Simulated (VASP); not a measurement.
# Bi2Te2Se (R-3m) in VASP: single point with PBEsol

Aim: the single point of Bi2Te2Se with PBEsol.

All numbers are computed with VASP 6.6.1; they aren't measurements. Logs are shortened: lines on timing, memory, paths and dates and some standing lists are left out, and cuts for length are marked.

### Step 1. The structure

It takes space group R-3m (No. 166, trigonal). The conventional cell has a = 4.322 Å, b = 4.322 Å, c = 31.757 Å, α = 90.00°, β = 90.00°, γ = 120.00°. Around Bi (site symmetry 3m) lie 3 Te at 3.05 Å and 3 Se at 3.11 Å. Around Te (site symmetry 3m) lie 3 Bi at 3.05 Å. Around Se (site symmetry -3m) lie 6 Bi at 3.11 Å.

The cell is a database's computed one.

### Step 2. Single point, PBEsol

INCAR reads:

```
SYSTEM = Bi2Te2Se
ALGO     = Fast           ! electronic algorithm
EDIFF    = 1E-6           ! SCF threshold, eV
ENCUT    = 520            ! plane-wave cutoff, eV
GGA      = PS             ! functional
ISIF     = 2              ! what is computed and relaxed
ISMEAR   = 0              ! smearing method
LASPH    = .True.         ! aspherical terms in the spheres
LCHARG   = .False.        ! write CHGCAR
LREAL    = .False.        ! projectors in reciprocal space
LWAVE    = .False.        ! write WAVECAR
NBANDS   = 32             ! bands
NELM     = 100            ! most SCF steps
PREC     = Accurate       ! precision mode
SIGMA    = 0.1            ! smearing width, eV
```

KPOINTS reads:

```
k-points
0
Gamma
  6 6 6
  0 0 0
```

POSCAR reads:

```
Bi2Te2Se
1.0
    2.1609687617      1.2476358963     10.5855712543
   -2.1609687617      1.2476358963     10.5855712543
    0.0000000000     -2.4952717926     10.5855712543
Bi Te Se
2 2 1
Direct
    0.6082787600      0.6082787600      0.6082787600
    0.3917212400      0.3917212400      0.3917212400
    0.2195951300      0.2195951300      0.2195951300
    0.7804048700      0.7804048700      0.7804048700
    0.0000000000      0.0000000000      0.0000000000
```

Potentials or basis: VASP PAW PBE potentials, release 64 (Bi_d, Te, Se).

On the command line:

```sh
$ cat potpaw_PBE.64/Bi_d/POTCAR potpaw_PBE.64/Te/POTCAR potpaw_PBE.64/Se/POTCAR > POTCAR
$ mpirun -np 1 vasp_std > vasp.out
```

OUTCAR:

```text
SYSTEM = Bi2Te2Se
   EDIFF = 1E-6
   ENCUT = 520
   GGA = PS
   ISIF = 2
   ISMEAR = 0
   LASPH = .True.
   LREAL = .False.
   NELM = 100
   PREC = Accurate

 ion  position               nearest neighbor table
   1  0.608  0.608  0.608-   3 3.05   3 3.05   3 3.05   5 3.11   5 3.11   5 3.11
   2  0.392  0.392  0.392-   4 3.05   4 3.05   4 3.05   5 3.11   5 3.11   5 3.11
   3  0.220  0.220  0.220-   1 3.05   1 3.05   1 3.05
   4  0.780  0.780  0.780-   2 3.05   2 3.05   2 3.05
   5  0.000  0.000  0.000-   1 3.11   1 3.11   2 3.11   2 3.11   1 3.11   2 3.11

  LATTYP: Found a trigonal (rhomboedric) cell.
 ALAT       =    10.8756930859
 COS(alpha) =     0.9210389187

  Lattice vectors:

 A1 = (   2.1609687617,   1.2476358963,  10.5855712543)
 A2 = (  -2.1609687617,   1.2476358963,  10.5855712543)
 A3 = (   0.0000000000,  -2.4952717926,  10.5855712543)

Analysis of symmetry for initial positions (statically):
=====================================================================
 Subroutine PRICEL returns:
 Original cell was already a primitive cell.

 Routine SETGRP: Setting up the symmetry group for a
 trigonal (rhombohedral) supercell.

 Subroutine GETGRP returns: Found 12 space group operations
 (whereof 12 operations were pure point group operations)
 out of a pool of 12 trial point group operations.

The static configuration has the point symmetry D_3d.

Analysis of symmetry for dynamics (positions and initial velocities):
=====================================================================
 Subroutine PRICEL returns:
 Original cell was already a primitive cell.

 Routine SETGRP: Setting up the symmetry group for a
 trigonal (rhombohedral) supercell.

 Subroutine GETGRP returns: Found 12 space group operations
 (whereof 12 operations were pure point group operations)
 out of a pool of 12 trial point group operations.

The dynamic configuration has the point symmetry D_3d.

 Subroutine INISYM returns: Found 12 space group operations
 (whereof 12 operations are pure point group operations),
 and found     1 'primitive' translations

----------------------------------------------------------------------------------------

                                     Primitive cell

  volume of cell :     171.2387

  direct lattice vectors                    reciprocal lattice vectors
     2.160968762  1.247635896 10.585571254     0.231377708  0.133585982  0.031489404
    -2.160968762  1.247635896 10.585571254    -0.231377708  0.133585982  0.031489404
     0.000000000 -2.495271793 10.585571254     0.000000000 -0.267171964  0.031489404

  length of vectors
    10.875693086 10.875693086 10.875693086     0.269021265  0.269021265  0.269021265

  position of ions in fractional coordinates (direct lattice)
     0.608278760  0.608278760  0.608278760
     0.391721240  0.391721240  0.391721240
     0.219595130  0.219595130  0.219595130
     0.780404870  0.780404870  0.780404870
     0.000000000  0.000000000  0.000000000

  ion indices of the primitive-cell ions
   primitive index   ion index
                 1           1
                 2           2
                 3           3
                 4           4
                 5           5

----------------------------------------------------------------------------------------

 KPOINTS: k-points

Automatic generation of k-mesh.
 Grid dimensions read from file:
 generate k-points for:    6    6    6

 Generating k-lattice:

  Cartesian coordinates                     Fractional coordinates (reciprocal lattice)
     0.038562951  0.022264330  0.005248234     0.166666667  0.000000000  0.000000000
    -0.038562951  0.022264330  0.005248234     0.000000000  0.166666667  0.000000000
     0.000000000 -0.044528661  0.005248234     0.000000000  0.000000000  0.166666667

  Length of vectors
     0.044836878  0.044836878  0.044836878

  Shift w.r.t. Gamma in fractional coordinates (k-lattice)
     0.000000000  0.000000000  0.000000000

 Subroutine IBZKPT returns following result:
 ===========================================

 Found     32 irreducible k-points:

 Following reciprocal coordinates:
            Coordinates               Weight
  0.000000  0.000000  0.000000      1.000000
  0.166667 -0.000000  0.000000      6.000000
  0.333333 -0.000000 -0.000000      6.000000
  0.500000 -0.000000  0.000000      3.000000
  0.166667  0.166667  0.000000      6.000000
  0.333333  0.166667  0.000000     12.000000
[... 16 lines left out ...]
  0.500000  0.500000  0.166667      6.000000
 -0.333333  0.500000  0.166667     12.000000
 [... further k-points ...]
   k-points           NKPTS =     32   k-points in BZ     NKDIM =     32   number of bands    NBANDS=     32
   number of dos      NEDOS =    301   number of ions     NIONS =      5
   total plane-waves  NPLWV = 592704
   dimension x,y,z NGX =    84 NGY =   84 NGZ =   84
   dimension x,y,z NGXF=   168 NGYF=  168 NGZF=  168
   ions per type =               2   2   1
   NGX,Y,Z   is equivalent  to a cutoff of  12.84, 12.84, 12.84 a.u.
   NGXF,Y,Z  is equivalent  to a cutoff of  25.68, 25.68, 25.68 a.u.
 SYSTEM =  Bi2Te2Se
   PREC   = accura    normal or accurate (medium, high low for compatibility)
   ISTART =      0    job   : 0-new  1-cont  2-samecut
   ICHARG =      2    charge: 1-file 2-atom 10-const
   ISPIN  =      1    spin polarized calculation?
   LNONCOLLINEAR =      F non collinear calculations
   LSORBIT =      F    spin-orbit coupling
   LASPH  =      T    aspherical Exc in radial PAW
   ENCUT  =  520.0 eV  38.22 Ry    6.18 a.u.  20.22 20.22 20.22*2*pi/ulx,y,z
   NELM   =    100;   NELMIN=  2; NELMDL= -5     # of ELM steps
   EDIFF  = 0.1E-05   stopping-criterion for ELM
   LREAL  =      F    real-space projection
   EDIFFG = 0.1E-04   stopping-criterion for IOM
   NSW    =      0    number of steps for IOM
   IBRION =     -1    ionic relax: 0-MD 1-quasi-New 2-CG
   NFREE  =      0    steps in history (QN), initial steepest desc. (CG)
   ISIF   =      2    stress and relaxation
   ISYM   =      2    0-nonsym 1-usesym 2-fastsym
   POTIM  = 0.5000    time-step for ionic-motion
   TEBEG  =    0.0;   TEEND  =   0.0 temperature during run
   PSTRESS=    0.0 pullay stress
   NELECT =      48.0000    total number of electrons
   NUPDOWN=      -1.0000    fix difference up-down
   EMIN   =  10.00;   EMAX   =-10.00  energy-range for DOS
   EFERMI =   0.00;   METHOD = LEGACY
   ISMEAR =     0;   SIGMA  =   0.10  broadening in eV -4-tet -1-fermi 0-gaus
   EFERMI_NEDOS =   21; number of points for ismear=-14 and -15
   IALGO  =     68    algorithm
   IMIX   =      4    mixing-type and parameters
     AMIX     =   0.40;   BMIX     =  1.00
     AMIX_MAG =   1.60;   BMIX_MAG =  1.00
  volume/ion in A,a.u.               =      34.25       231.12
  Fermi-wavevector in a.u.,A,eV,Ry     =   1.071407  2.024666 15.618313  1.147914
  Thomas-Fermi vector in A             =   2.207147
   LORBIT       =      0    0 simple, 1 ext, 2 COOP (PROOUT), +10 PAW based schemes
   GGA     = PS    functional components
   LHFCALC =     F    Hartree Fock is set to
   AEXX    =    0.0000 exact exchange contribution
   IVDW    =     0    specifies the selected vdW correction
   LEPSILON=     F    determine dielectric tensor
   LRPA    =     F    only Hartree local field effects (RPA)
 non-spin polarized calculation
 RMM-DIIS sequential band-by-band and
 Gauss-broadening in eV      SIGMA  =   0.10
  energy-cutoff  :      520.00
  volume of cell :      171.24
 maximum number of plane-waves:      4636
 NGX is ok and might be reduce to    84
   NGX = 41   NGY = 41   NGZ = 41

 number of electron      47.9999994 magnetization

 Free energy of the ion-electron system (eV)
  ---------------------------------------------------
  ext. energy  EPLUGINS =         0.00000000
  ---------------------------------------------------
  free energy    TOTEN  =       -20.90028095 eV

  energy without entropy =      -20.90027032  energy(sigma->0) =      -20.90027564

 E-fermi :   4.8475     XC(G=0):  -9.1875

 val. band max:        4.6484058548   @ k =   0.0000   0.0000   0.0000
 cond. band min:       5.0452716085   @ k =   0.0000   0.0000   0.0000
 fundamental gap:      0.3968657537
 Fermi energy:         4.8475279351

 k-point     1 :       0.0000    0.0000    0.0000
  band No.  band energies     occupation
      1     -18.1009      2.00000
      2     -18.1009      2.00000
      3     -18.0987      2.00000
      4     -18.0987      2.00000
      5     -18.0910      2.00000
      6     -18.0893      2.00000
[... 24 lines left out ...]
     31      10.4379      0.00000
     32      11.1400      0.00000

 k-point     2 :       0.1667   -0.0000    0.0000
  band No.  band energies     occupation
      1     -18.1033      2.00000
      2     -18.1004      2.00000
      3     -18.0973      2.00000
      4     -18.0951      2.00000
      5     -18.0904      2.00000
      6     -18.0887      2.00000
[... 24 lines left out ...]
     31       9.6757      0.00000
     32      10.4638      0.00000

 k-point     3 :       0.3333   -0.0000   -0.0000
  band No.  band energies     occupation
      1     -18.1096      2.00000
      2     -18.1051      2.00000
      3     -18.0941      2.00000
      4     -18.0933      2.00000
      5     -18.0899      2.00000
      6     -18.0895      2.00000
[... 24 lines left out ...]
     31       8.9236      0.00000
     32      10.6337      0.00000

 k-point     4 :       0.5000   -0.0000    0.0000
  band No.  band energies     occupation
      1     -18.1132      2.00000
      2     -18.1077      2.00000
      3     -18.0957      2.00000
      4     -18.0935      2.00000
      5     -18.0909      2.00000
      6     -18.0884      2.00000
[... 654 lines left out ...]
     31       9.1472      0.00000
     32      10.9381      0.00000

 k-point    23 :       0.5000    0.5000    0.1667
  band No.  band energies     occupation
      1     -18.1096      2.00000
      2     -18.1051      2.00000
      3     -18.0941      2.00000
      4     -18.0933      2.00000
      5     -18.0899      2.00000
      6     -18.0895      2.00000
[... 24 lines left out ...]
     31       8.8923      0.00000
     32      10.3636      0.00000

 k-point    24 :      -0.3333    0.5000    0.1667
  band No.  band energies     occupation
      1     -18.1089      2.00000
      2     -18.1044      2.00000
      3     -18.0960      2.00000
      4     -18.0928      2.00000
      5     -18.0912      2.00000
      6     -18.0890      2.00000
[... 24 lines left out ...]
     31       9.2375      0.00000
     32      10.5342      0.00000

 [... further k-points ...]

------------------------ aborting loop because EDIFF is reached ----------------------------------------

  FORCE on cell =-STRESS in cart. coord.  units (eV):
  Direction    XX          YY          ZZ          XY          YZ          ZX
  --------------------------------------------------------------------------------------
  -------------------------------------------------------------------------------------
  Total       -1.5636887     -1.5636887     -1.5733800      0.0000000     -0.0000000      0.0000000
  in kB      -14.6304933    -14.6304933    -14.7211696      0.0000000     -0.0000000      0.0000000
  external PRESSURE =     -14.6607187 kB  Pullay stress =       0.0000000 kB

 VOLUME and BASIS-vectors are now :
 -----------------------------------------------------------------------------
  energy-cutoff  :      520.00
  volume of cell :      171.24
      direct lattice vectors                 reciprocal lattice vectors
     2.160968762  1.247635896 10.585571254     0.231377708  0.133585982  0.031489404
    -2.160968762  1.247635896 10.585571254    -0.231377708  0.133585982  0.031489404
     0.000000000 -2.495271793 10.585571254     0.000000000 -0.267171964  0.031489404

 POSITION                                       TOTAL-FORCE (eV/Angst)
 -----------------------------------------------------------------------------------
      0.00000      0.00000     19.31693         0.000000     -0.000000      0.071099
      0.00000      0.00000     12.43978         0.000000      0.000000     -0.071099
      0.00000      0.00000      6.97362         0.000000      0.000000      0.008423
      0.00000      0.00000     24.78309         0.000000      0.000000     -0.008423
      0.00000      0.00000      0.00000         0.000000      0.000000     -0.000000
 -----------------------------------------------------------------------------------
    total drift:                               -0.000000     -0.000000     -0.000000

  FREE ENERGIE OF THE ION-ELECTRON SYSTEM (eV)
  ---------------------------------------------------
  free  energy   TOTEN  =       -20.9002809496 eV

  energy  without entropy=      -20.9002703240  energy(sigma->0) =      -20.90027564
```

Wall time 18 min (1 thread of Intel Xeon Platinum 8559C (Emerald Rapids), shared host); peak memory 1.2 GiB.

Results:

```
Free energy            : -20.9003 eV
Pressure               : -1.5 GPa
Largest force          : 0.071 eV/Å
Band gap on the k mesh : 0.40 eV, direct
```

Forces on the atoms (eV/Å):
```
Bi   0.000  0.000  0.071
Bi   0.000  0.000 -0.071
Te   0.000  0.000  0.008
Te   0.000  0.000 -0.008
Se   0.000  0.000  0.000
```

Caveat: the PAW data sets were made with another functional, which shifts forces and pressure a little; spin-orbit coupling is left out, which as a rule narrows the gap of such compounds by several tenths of an eV.
